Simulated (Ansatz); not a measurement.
**B: relaxation step by step**

The guess for B was made by a generator: 4-connected net of one element (P4_322, No. 95). The dimensions are guesses.

```yaml
crystal:
  lattice:
    - [4.94057, 0.00000, 0.00000]
    - [0.00000, 4.94057, 0.00000]
    - [0.00000, 0.00000, 2.64180]
  atoms:
    - { symbol: B, position: [0.10322, 0.32960, 0.24165] }
    - { symbol: B, position: [0.89678, 0.67040, 0.74165] }
    - { symbol: B, position: [0.67040, 0.10322, 0.99165] }
    - { symbol: B, position: [0.32960, 0.89678, 0.49165] }
    - { symbol: B, position: [0.32960, 0.10322, 0.00835] }
    - { symbol: B, position: [0.67040, 0.89678, 0.50835] }
    - { symbol: B, position: [0.89678, 0.32960, 0.75835] }
    - { symbol: B, position: [0.10322, 0.67040, 0.25835] }
```

These are results of DFT PBE, scalar-relativistic, plane waves, PAW in Ansatz, not measurements. Cutoff 420 eV, Gaussian smearing, Γ-centred meshes. Cell and atoms relax first on a coarse mesh and then on a finer one. In between, the cell is made exact in the group found at 0.06 Å. In metals the finer mesh still leaves noise of several meV/atom or more. The steps can't lower the symmetry of their start. No spin polarisation.

Steps on the 4×4×6 mesh (8 atoms, 13 steps). The free energy counts from the last step; the plane-wave basis is renewed at times, which shifts energy and pressure.

```tsv
step	ΔF (meV/atom)	V (Å³/atom)	P (GPa)	largest force component (eV/Å)
1	472.8	8.06	21.65	1.422
2	336.4	8.34	10.75	1.000
3	215.5	8.47	3.39	0.851
4	93.2	8.42	-0.13	0.645
5	28.2	8.29	-0.39	0.485
6	16.5	8.29	-1.73	0.331
7	12.2	8.31	-2.55	0.164
8	10.8	8.33	-1.29	0.163
9	9.7	8.20	0.67	0.066
10	9.6	8.24	0.02	0.003
11	0.3	8.24	0.88	0.007
12	0.0	8.26	-0.07	0.008
13	0.0	8.26	-0.07	0.008
```

The relaxed structure, after a last relaxation on the converged mesh:

```yaml
crystal:
  lattice:
    - [4.49469, 0.00000, 0.00000]
    - [0.00000, 4.49469, 0.00000]
    - [0.00000, 0.00000, 3.23980]
  atoms:
    - { symbol: B, position: [0.07504, 0.29717, 0.25648] }
    - { symbol: B, position: [0.92496, 0.70283, 0.75648] }
    - { symbol: B, position: [0.70283, 0.07504, 0.00648] }
    - { symbol: B, position: [0.29717, 0.92496, 0.50648] }
    - { symbol: B, position: [0.29717, 0.07504, 0.99352] }
    - { symbol: B, position: [0.70283, 0.92496, 0.49352] }
    - { symbol: B, position: [0.92496, 0.29717, 0.74352] }
    - { symbol: B, position: [0.07504, 0.70283, 0.24352] }
```

The symmetry stays P4_322 (No. 95). The volume per atom grows by 1.5 %, from 8.1 to 8.2 Å³. The shortest distance goes from 1.63 Å (B–B) to 1.65 Å (B–B). The ratio c/a of the conventional cell changes by a factor of 1.35. The energy falls by about 0.46 eV/atom (the start's value is from the coarse mesh). Around B lie 4 B at 1.65–1.82 Å and 2 B at 2.11 Å.

* Volume per atom: 8.18 Å³
* Density: 2.19 g/cm³
* Energy over the standard state: +0.64 eV/atom
* Gap on the 8×8×12 mesh of the 8-atom cell: 0 eV (the bands overlap slightly)

Energies count from the standard state of B at the same level.

The last run used Gaussian smearing of 0.10 eV. The zero gap may come from the functional, which often closes small gaps, or the cell may be a true semimetal. Symmetry constrained the relaxation, so the result can be a saddle point. In all, the 4 runs took 3.7 min on 1 thread of Arm Neoverse V2 (shared host). Another cell of B relaxed alike, in P4_3, lies 0.32 eV/atom lower, so this cell isn't the stable form at this level.
